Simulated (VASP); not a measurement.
## Interstitial C in a supercell of Al

Aim: the formation energy and local structure of interstitial C in Al.

Main program and level: VASP 6.6.1; PBEsol; plane waves and PAW (Al), in the first sound run; inputs show where later runs differ.

Most raw output is cut from this account.

## Step 1: The host crystal

It takes space group Fm-3m (No. 225, cubic). The conventional cell has a = 4.050 Å, b = 4.050 Å, c = 4.050 Å, α = 90.00°, β = 90.00°, γ = 90.00°. Nearest to Al lie 12 Al at 2.86 Å.

## Step 2: Relaxing the host crystal

Cell and atoms are relaxed first, so that later runs start from this functional's own cell.

Input file INCAR:

```
SYSTEM = Al
PREC = Accurate
ENCUT = 400
EDIFF = 1E-06
NELM = 120
ISMEAR = 1
SIGMA = 0.15
LREAL = .FALSE.
ALGO = Normal
GGA = PS
NBANDS = 7
LORBIT = 11
LWAVE = .FALSE.
LCHARG = .FALSE.
KPAR = 4
LASPH = .TRUE.
IBRION = 2
NSW = 40
ISIF = 3
EDIFFG = -0.02
POTIM = 0.4
```

Input file POSCAR:

```
Al
1.0
    0.0000000000      2.0250000000      2.0250000000
    2.0250000000      0.0000000000      2.0250000000
    2.0250000000      2.0250000000      0.0000000000
Al
1
Direct
    0.0000000000      0.0000000000      0.0000000000
```

Input file KPOINTS:

```
Automatic mesh
0
Gamma
14 14 14
0 0 0
```

PAW data sets: Al (PBE family, release 64).

Run with:

```sh
> mpirun -np 4 vasp_std
```

It took 4.8 s on 4 MPI ranks of Intel Xeon Platinum 8488C (Sapphire Rapids), shared host; peak memory 0.49 GiB; 16 s of CPU time.

This run has no spin polarisation. Its electron count is odd, so without a moment it is a metal by construction. The PAW data sets were made with PBE, which is usual practice but a small mismatch for other functionals. The run keeps the 48 symmetry operations of its start, so it cannot find a distortion of lower symmetry.

Relaxation path:

```
step  energy less that of the first step (eV)  largest force (eV/Å)  pressure (GPa)  volume (Å³)
   1                                   0.0000                0.0000           -2.23        16.61
   2                                  -0.0034                0.0000           -0.16        16.17
```

```
conventional cell, symmetrised  before  after  change
                         a (Å)   4.050  4.014  -0.9 %
                         b (Å)   4.050  4.014  -0.9 %
                         c (Å)   4.050  4.014  -0.9 %
              volume (Å³/atom)   16.61  16.17  -2.7 %
```

Final coordinates:

```xyz
1
Lattice="0.0000 2.0069 2.0069 2.0069 0.0000 2.0069 2.0069 2.0069 0.0000" Properties=species:S:1:pos:R:3 pbc="T T T"
Al    0.0000    0.0000    0.0000
```

Numbers from this step:

* electronic cycles: 14
* electrons: 3
* free energy (TOTEN): -4.085 eV
* Fermi energy: 8.121 eV
* labelled metallic, from the levels on this mesh: yes

The run ended after 2 ionic steps, 0.003 eV below its first step, once forces and stress met EDIFFG = -0.02.

## Step 3: The supercell without the defect

System of this step: Al. It takes space group Fm-3m (No. 225, cubic). Conventional cell: a = 4.014 Å, b = 4.014 Å, c = 4.014 Å, α = 90.00°, β = 90.00°, γ = 90.00°. Nearest to Al lie 12 Al at 2.84 Å.

The same cell, mesh and cutoff without the defect give the energy to subtract and, in a gapped host, the band edges to count from, so that most errors cancel.

Input file INCAR:

```
SYSTEM = Al
PREC = Normal
ENCUT = 400
EDIFF = 1E-05
NELM = 120
ISMEAR = 1
SIGMA = 0.2
LREAL = Auto
ALGO = Fast
GGA = PS
NBANDS = 72
LORBIT = 11
LWAVE = .FALSE.
LCHARG = .FALSE.
KPAR = 4
LASPH = .TRUE.
```

Input file POSCAR:

```
Al
1.0
    8.0276852284      0.0000000000      0.0000000000
    0.0000000000      8.0276852284      0.0000000000
    0.0000000000      0.0000000000      8.0276852284
Al
32
Direct
    0.5000000000      0.0000000000      0.0000000000
    0.7500000000      0.2500000000      0.0000000000
    0.7500000000      0.0000000000      0.2500000000
    0.0000000000      0.0000000000      0.0000000000
    0.2500000000      0.2500000000      0.0000000000
    0.5000000000      0.5000000000      0.0000000000
    0.7500000000      0.7500000000      0.0000000000
    0.2500000000      0.0000000000      0.2500000000
    0.5000000000      0.2500000000      0.2500000000
    0.7500000000      0.5000000000      0.2500000000
    0.5000000000      0.0000000000      0.5000000000
    0.7500000000      0.2500000000      0.5000000000
    0.7500000000      0.0000000000      0.7500000000
    0.0000000000      0.5000000000      0.0000000000
    0.2500000000      0.7500000000      0.0000000000
    0.0000000000      0.2500000000      0.2500000000
    0.2500000000      0.5000000000      0.2500000000
    0.5000000000      0.7500000000      0.2500000000
    0.0000000000      0.0000000000      0.5000000000
    0.2500000000      0.2500000000      0.5000000000
    0.5000000000      0.5000000000      0.5000000000
    0.7500000000      0.7500000000      0.5000000000
    0.2500000000      0.0000000000      0.7500000000
    0.5000000000      0.2500000000      0.7500000000
    0.7500000000      0.5000000000      0.7500000000
    0.0000000000      0.7500000000      0.2500000000
    0.0000000000      0.5000000000      0.5000000000
    0.2500000000      0.7500000000      0.5000000000
    0.0000000000      0.2500000000      0.7500000000
    0.2500000000      0.5000000000      0.7500000000
    0.5000000000      0.7500000000      0.7500000000
    0.0000000000      0.7500000000      0.7500000000
```

Input file KPOINTS:

```
Automatic mesh
0
Monkhorst-Pack
4 4 4
0 0 0
```

Run with:

```sh
> mpirun -np 4 vasp_std
```

Elapsed: 22 s, on 4 MPI ranks; peak memory 1.1 GiB.

Numbers from this step:

* electronic cycles: 12
* electrons: 96
* free energy (TOTEN): -131.1080 eV
* energy at zero smearing: -131.1031 eV
* Fermi energy: 8.124 eV

The host is treated as a metal, as its relaxation found a gap under 0.3 eV or none, and only the neutral defect is run.

## Step 4: Reference C

This step: PBEsol; plane waves and PAW (C) (VASP 6.6.1).

System of this step: C. The structure is cubic, space group Fd-3m (No. 227). The conventional cell has a = 3.570 Å, b = 3.570 Å, c = 3.570 Å, α = 90.00°, β = 90.00°, γ = 90.00°. C has 4 C at 1.55 Å nearest.

The reference for C is its crystal, relaxed at the cutoff of the large cell.

Input file INCAR:

```
SYSTEM = C
PREC = Normal
ENCUT = 400
EDIFF = 1E-05
NELM = 120
ISMEAR = 0
SIGMA = 0.1
LREAL = Auto
ALGO = Fast
GGA = PS
NBANDS = 10
LORBIT = 11
LWAVE = .FALSE.
LCHARG = .FALSE.
KPAR = 4
LASPH = .TRUE.
IBRION = 2
NSW = 25
ISIF = 3
EDIFFG = -0.02
POTIM = 0.4
```

Input file POSCAR:

```
C
1.0
    0.0000000000      1.7850000000      1.7850000000
    1.7850000000      0.0000000000      1.7850000000
    1.7850000000      1.7850000000      0.0000000000
C
2
Direct
    0.0000000000      0.0000000000      0.0000000000
    0.2500000000      0.2500000000      0.2500000000
```

Input file KPOINTS:

```
Automatic mesh
0
Gamma
13 13 13
0 0 0
```

The projector-augmented-wave data sets are C (PBE family, release 64).

Run with:

```sh
> mpirun -np 4 vasp_std
```

Wall time 3.6 s (4 MPI ranks); peak memory 0.4 GiB; 12 s of CPU time.

The gap is read on the k-mesh alone, so it is an upper bound where the band edges lie off the mesh.

Relaxation path:

```
step  energy less that of the first step (eV)  largest force (eV/Å)  pressure (GPa)  volume (Å³)
   1                                   0.0000                0.0000           -9.41        11.37
   2                                  -0.0007                0.0000            9.66        10.94
   3                                  -0.0068                0.0000           -0.03        11.15
```

```
conventional cell, symmetrised  before  after  change
                         a (Å)   3.570  3.546  -0.7 %
                         b (Å)   3.570  3.546  -0.7 %
                         c (Å)   3.570  3.546  -0.7 %
              volume (Å³/atom)    5.69   5.57  -2.0 %
```

The relaxed structure:

```
C
1.0
     0.00000    1.77304    1.77304
     1.77304    0.00000    1.77304
     1.77304    1.77304    0.00000
C
2
Direct
  0.00000 0.00000 0.00000
  0.25000 0.25000 0.25000
```

This step gave:

```
electronic cycles                               : 18
electrons                                       : 8
free energy (TOTEN)                             : -19.26 eV
Fermi energy                                    : 10.47 eV
labelled metallic, from the levels on this mesh : no
gap on the k-mesh                               : 4.030 eV
least direct gap on the k-mesh                  : 5.583 eV
```

The run ended after 3 ionic steps, 0.007 eV below its first step, once forces and stress met EDIFFG = -0.02.

Energy at zero smearing: -19.26447 eV.

## Step 5: The defect cell

This step: PBEsol; plane waves and PAW (Al, C) (VASP 6.6.1).

System of this step: Al32C. The cell holds 33 atoms: 32 Al and 1 C. Cell: a = 8.028 Å, b = 8.028 Å, c = 8.028 Å, α = 90.0°, β = 90.0°, γ = 90.0°. It derives from Al. Nearest the centre at fractional (0.125, 0.125, 0.125): C33 at 0.00 Å, Al4 at 1.74 Å, Al8 at 1.74 Å, Al5 at 1.74 Å, Al16 at 1.74 Å, Al29 at 3.33 Å, Al23 at 3.33 Å, Al3 at 3.33 Å.

The host is treated as a metal, since its gap is under 0.3 eV or closed. The run keeps 24 symmetry operations, which cuts the number of k-points but bars distortions that break them. The atoms relax at the host's fixed cell.

Input file INCAR:

```
SYSTEM = Al32C
PREC = Normal
ENCUT = 400
EDIFF = 1E-05
NELM = 120
ISMEAR = 1
SIGMA = 0.2
LREAL = Auto
ALGO = Fast
GGA = PS
NBANDS = 76
LORBIT = 11
LWAVE = .FALSE.
LCHARG = .TRUE.
KPAR = 4
LASPH = .TRUE.
IBRION = 2
NSW = 50
ISIF = 2
EDIFFG = -0.03
POTIM = 0.4
MAXMIX = 40
ISYM = 2
```

Input file POSCAR:

```
Al32C
1.0
    8.0276852284      0.0000000000      0.0000000000
    0.0000000000      8.0276852284      0.0000000000
    0.0000000000      0.0000000000      8.0276852284
Al C
32 1
Direct
    0.5000000000      0.0000000000      0.0000000000
    0.7500000000      0.2500000000      0.0000000000
    0.7500000000      0.0000000000      0.2500000000
    0.0000000000      0.0000000000      0.0000000000
    0.2500000000      0.2500000000      0.0000000000
    0.5000000000      0.5000000000      0.0000000000
    0.7500000000      0.7500000000      0.0000000000
    0.2500000000      0.0000000000      0.2500000000
    0.5000000000      0.2500000000      0.2500000000
    0.7500000000      0.5000000000      0.2500000000
    0.5000000000      0.0000000000      0.5000000000
    0.7500000000      0.2500000000      0.5000000000
    0.7500000000      0.0000000000      0.7500000000
    0.0000000000      0.5000000000      0.0000000000
    0.2500000000      0.7500000000      0.0000000000
    0.0000000000      0.2500000000      0.2500000000
    0.2500000000      0.5000000000      0.2500000000
    0.5000000000      0.7500000000      0.2500000000
    0.0000000000      0.0000000000      0.5000000000
    0.2500000000      0.2500000000      0.5000000000
    0.5000000000      0.5000000000      0.5000000000
    0.7500000000      0.7500000000      0.5000000000
    0.2500000000      0.0000000000      0.7500000000
    0.5000000000      0.2500000000      0.7500000000
    0.7500000000      0.5000000000      0.7500000000
    0.0000000000      0.7500000000      0.2500000000
    0.0000000000      0.5000000000      0.5000000000
    0.2500000000      0.7500000000      0.5000000000
    0.0000000000      0.2500000000      0.7500000000
    0.2500000000      0.5000000000      0.7500000000
    0.5000000000      0.7500000000      0.7500000000
    0.0000000000      0.7500000000      0.7500000000
    0.1250000000      0.1250000000      0.1250000000
```

Input file KPOINTS:

```
Automatic mesh
0
Monkhorst-Pack
4 4 4
0 0 0
```

PAW data sets: Al and C (PBE family, release 64).

Run with:

```sh
> mpirun -np 4 vasp_std
```

Run time: 2.2 min. Hardware: 4 MPI ranks; peak memory 1.3 GiB.

The run keeps the 24 symmetry operations of its start, so it cannot find a distortion of lower symmetry.

Step by step:

```
step  energy less that of the first step (eV)  largest force (eV/Å)
   1                                   0.0000                4.4058
   2                                  -1.4416                0.2327
   3                                  -1.4456                0.2500
   4                                  -1.4821                0.1547
   5                                  -1.5021                0.1471
   6                                  -1.5101                0.0689
   7                                  -1.5139                0.0391
   8                                  -1.5150                0.0720
   9                                  -1.5158                0.0094
```

The atoms that moved most (Å):

```
atom      dx      dy      dz  length
 Al4  -0.107  -0.107  -0.107   0.186
 Al5   0.107   0.107  -0.107   0.186
 Al8   0.107  -0.107   0.107   0.186
Al16  -0.107   0.107   0.107   0.186
Al14  -0.024   0.017  -0.024   0.038
 Al1   0.017  -0.024  -0.024   0.038
Al19  -0.024  -0.024   0.017   0.038
 Al3  -0.017  -0.024   0.024   0.038
```

The relaxed structure:

```
Al C
1.0
     8.02769    0.00000    0.00000
     0.00000    8.02769    0.00000
     0.00000    0.00000    8.02769
Al C
32 1
Cartesian
  4.0313 -0.0236 -0.0236
  6.0033 2.0305 -0.0236
  6.0033 -0.0236 2.0305
  -0.1074 -0.1074 -0.1074
  2.1143 2.1143 -0.1074
  4.0348 4.0348 -0.0038
  5.9998 5.9998 -0.0038
  2.1143 -0.1074 2.1143
  4.0313 2.0305 2.0305
  5.9998 4.0348 2.0107
  4.0348 -0.0038 4.0348
  5.9998 2.0107 4.0348
  5.9998 -0.0038 5.9998
  -0.0236 4.0313 -0.0236
  2.0305 6.0033 -0.0236
  -0.1074 2.1143 2.1143
  2.0305 4.0313 2.0305
  4.0348 5.9998 2.0107
  -0.0236 -0.0236 4.0313
  2.0305 2.0305 4.0313
  4.0265 4.0265 4.0265
  6.0081 6.0081 4.0265
  2.0305 -0.0236 6.0033
  4.0348 2.0107 5.9998
  6.0081 4.0265 6.0081
  -0.0236 6.0033 2.0305
  -0.0038 4.0348 4.0348
  2.0107 5.9998 4.0348
  -0.0236 2.0305 6.0033
  2.0107 4.0348 5.9998
  4.0265 6.0081 6.0081
  -0.0038 5.9998 5.9998
  1.0035 1.0035 1.0035
```

Numbers from this step:

| Quantity | Value |
| --- | --- |
| electronic cycles | 62 |
| electrons | 100 |
| free energy (TOTEN) | -138.7247 eV |
| energy at zero smearing | -138.7287 eV |
| Fermi energy | 8.188 eV |
| labelled metallic, from the levels on this mesh | yes |

Valence density in the ac plane at fractional y = 0.125, through the centre, with atoms of C within 0.45 Å of it. It is the smooth field of the valence electrons, not physical close to the nuclei.

Ten steps, logarithmic in the rise over the least value, from '0' (0.2 e/Å³) to '9' (1.6 e/Å³), each cell a mean:
```
2344321223333333333221
1100112233333333333322
2100122333333323333332
2211223333333333333333
3322333333223333323333
3333333333233333333333
3322333333333333333333
3222233323333333333233
3222233323333333333333
3322333333333333333333
3333333333333333323333
3322333333333333223333
2211223333333333333333
2100122333333223333332
1100112233333333333322
2344321223333333333221
4677642122333333332212
6899863112333223332113
7999974001232222321004
7999974001232222321004
6899863112333223332113
4677642122333333332212
```
Columns run along a (8.0 Å), rows up along c (8.0 Å). Atoms in or near the plane, at fractional coordinates: C at (0.13, 0.13).

The run ended after 9 ionic steps, 1.516 eV below its first step, once the forces on the free atoms met EDIFFG = -0.03.

C hardly moves from its start, within the 24 symmetry operations kept, and its nearest atoms are 4 Al at 1.92 Å.

## Step 6: Putting the energies together

This step: point defect, PBEsol; plane waves and PAW (VASP 6.6.1).

This step runs nothing: it gathers the runs above.

This step gave:

```yaml
formation_energy_of_the_neutral_defect: 2.007 eV
```

Formation energy:

```
formation energy (eV)  largest move (Å)
                2.007             0.186
```

E_f is E(defect cell) less E(perfect cell), corrected for the atoms exchanged with their references.

References, in eV an atom: C -9.632 (crystal Fd-3m) and Al -4.097 (the host). They were run at the supercell's cutoff and functional, without U, and count both elements from their own phases.

## Step 7: Outcome

| Item | Value |
| --- | --- |
| formation energy at charge 0 | 2.007 eV |

In words: Interstitial C costs 2.01 eV at the one site run, which need not be the lowest, with every exchanged atom at the energy of its element. C hardly moves from its start, within the 24 symmetry operations kept, and its nearest atoms are 4 Al at 1.92 Å. With metallic smearing the value can move by tenths of an eV with the k mesh. Carbon counts from diamond, not from graphite, the stable form. The supercell of 32 atoms is small, so interactions between images remain.

[Lines on the potential files, build, host, timing and source positions are cut from VASP's logs without a mark.]

[Logs are printed without paths, hosts, clocks, repeated set-up lines and the standing remarks that a program may print on its own settings, such as how far it seeks lower states.]

[Hosts, paths, dates, database ids (printed as entryN), source tags and the programs' standing remarks are cut or masked in the printed files.]

[In band tables of VASP the shares of atoms and orbitals are scaled to a sum of 1 inside the atoms' spheres.]

[Runs that stopped without an error message from VASP are left out.]
